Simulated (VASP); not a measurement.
# Bi₂Te₃: electric field gradients, 5 variants

Bi₂Te₃, R-3m (no. 166), 5 atoms in the cell. PBE, electric field gradients; PAW potentials Bi_d, Te (PBE set).

| Cell | Vzz of the first element (V/Å²) | Vzz of the second element (V/Å²) | Time (s) |
|---|---|---|---|
| strain = -0.02 | 11.60 | -2.18 | 133 |
| strain = -0.01 | 17.43 | 4.26 | 124 |
| as given | 23.08 | 10.85 | 119 |
| strain = 0.01 | 28.57 | 17.57 | 105 |
| strain = 0.02 | 33.93 | 24.41 | 97 |

Limits: The Te sites differ; a column by element shows the first atom in the POSCAR.

## Input of the first row

INCAR:
```
  GGA = PE
  PREC = Accurate
  ENCUT = 400
  EDIFF = 1E-7
  LREAL = False
  LASPH = True
  ALGO = Normal
  NELM = 120
  LWAVE = False
  LCHARG = False
  ISMEAR = 0
  SIGMA = 0.02
  KPAR = 4
  LEFG = True
  QUAD_EFG = -516 0
```

KPOINTS:
```
k-points
0
Gamma
  6 6 6
```

POSCAR:
```
Bi2Te3
1.0
    2.1930000000      1.2661291403      9.9623533334
   -2.1930000000      1.2661291403      9.9623533334
    0.0000000000     -2.5322582807      9.9623533334
Bi Te
2 3
Direct
    0.6000000000      0.6000000000      0.6000000000
    0.4000000000      0.4000000000      0.4000000000
    0.7905000000      0.7905000000      0.7905000000
    0.2095000000      0.2095000000      0.2095000000
    0.0000000000      0.0000000000      0.0000000000
```

Commands:
```
cat potpaw_PBE.64/Bi_d/POTCAR potpaw_PBE.64/Te/POTCAR > POTCAR
mpirun -np 4 vasp_std > vasp.out
```

VASP 6.6.1 took 133 s on 4 cores (AMD EPYC 9R45 (Zen 5)), a shared host.
